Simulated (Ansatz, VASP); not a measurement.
## Two plane-wave programs on Mg

INCAR

```
SYSTEM = Mg
AGGAC = 1.0
AGGAX = 1.0
ALDAC = 0.0
ALDAX = 1.0
ALGO = Normal
EDIFF = 1E-6
ENCUT = 520
GGA = B5
ISIF = 2
ISMEAR = -1
LASPH = .True.
LCHARG = .True.
LELF = .True.
LREAL = .False.
LVHAR = .True.
LWAVE = .False.
NBANDS = 7
NELM = 80
PREC = Accurate
SIGMA = 0.1
```

The input KPOINTS:

```
k-points
0
Gamma
  11 11 11
  0 0 0
```

The input POSCAR:

```
Mg
1.0
    3.1715367744      0.0000000000      0.0000000000
    0.0000000000      3.1715367744      0.0000000000
    0.0000000000      0.0000000000      3.1715367744
Mg
1
Direct
    0.0000000000      0.0000000000      0.0000000000
```

Input for Ansatz:

```yaml
crystal:
  lattice:
    - [3.1715367744, 0.0, 0.0]
    - [0.0, 3.1715367744, 0.0]
    - [0.0, 0.0, 3.1715367744]
  atoms:
    - { symbol: Mg, position: [0.0, 0.0, 0.0] }
hamiltonian:
  xc: blyp
  pseudopotentials:
    kind: paw
    azcp:
      Mg: "pseudopotentials/Mg.paw.azcp"
basis:
  ecutwfc: 420
  fft_grid_basis: typed
kpoints:
  mp_grid: { grid: [11, 11, 11], shift: [0, 0, 0] }
magnetization:
  spin_polarized: false
scf:
  occupations: { method: fermi_dirac, width: 0.1 }
  lower_state_search: "off"
output:
  stress: true
  write_density: true
  write_potential: true
  elf: true
  volumetric_format: npy
```

Alike in both runs: task single point; functional BLYP; k mesh 11 × 11 × 11; occupations fermi-dirac, width 0.1 eV; no spin polarisation.

|  | VASP | Ansatz |
| --- | --- | --- |
| version | VASP 6.6.1 | Ansatz 0.2.0 |
| potentials or method | VASP PAW PBE potentials, release 64 (Mg) | plane waves (420 eV) with PAW, scalar-relativistic |
| plane-wave cutoff (eV) | 520 | 420 |
| valence electrons in the cell | 2 | 10 |

```csv
,VASP,Ansatz,Ansatz less VASP
pressure (GPa),-1.1,-1.0,+0.01
```

The two sets of potentials don't hold the same shells in valence.

Caveats: the PAW data sets were made with another functional, which shifts forces and pressure a little (VASP).
